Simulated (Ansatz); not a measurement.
Space group Pn-3m:1 (No. 224). a = 4.756 Å, b = 4.756 Å, c = 4.756 Å, α = 90.00°, β = 90.00°, γ = 90.00°
```tsv
atom	site	symmetry	x	y	z
Ag	4b	.-3m	0.2500	0.2500	0.2500
O	2a	-43m	0.0000	0.0000	0.0000
```

Equation of state of this Ag₂O structure (not necessarily the ground state), with shape and atoms relaxed at each volume where symmetry leaves them free. These are results of DFT r2SCAN, scalar-relativistic, plane waves, PAW (Ansatz), not measurements.

Plane waves to 500 eV, a k mesh through Γ of 8×8×8 on the computed 6-atom cell and Gaussian smearing (0.01 eV); no spin polarisation.

```tsv
V (Å³/atom)	E − E(largest V) (meV/atom)	P (GPa)	gap on mesh (eV)
16.856	4.43	6.03	0.34
17.394	-10.15	2.75	0.29
17.932	-14.67	0.02	0.24
18.470	-10.82	-2.25	0.20
19.008	0.00	-4.14	0.17
```

Task: Fit a third-order Birch–Murnaghan equation to E(V).

Result: V0 = 17.94 Å³/atom, B0 = 83 GPa, B0' = 5.1.

Cost: 5 runs of about 3.9 core-minutes in all, on Arm Neoverse V1 (shared hosts).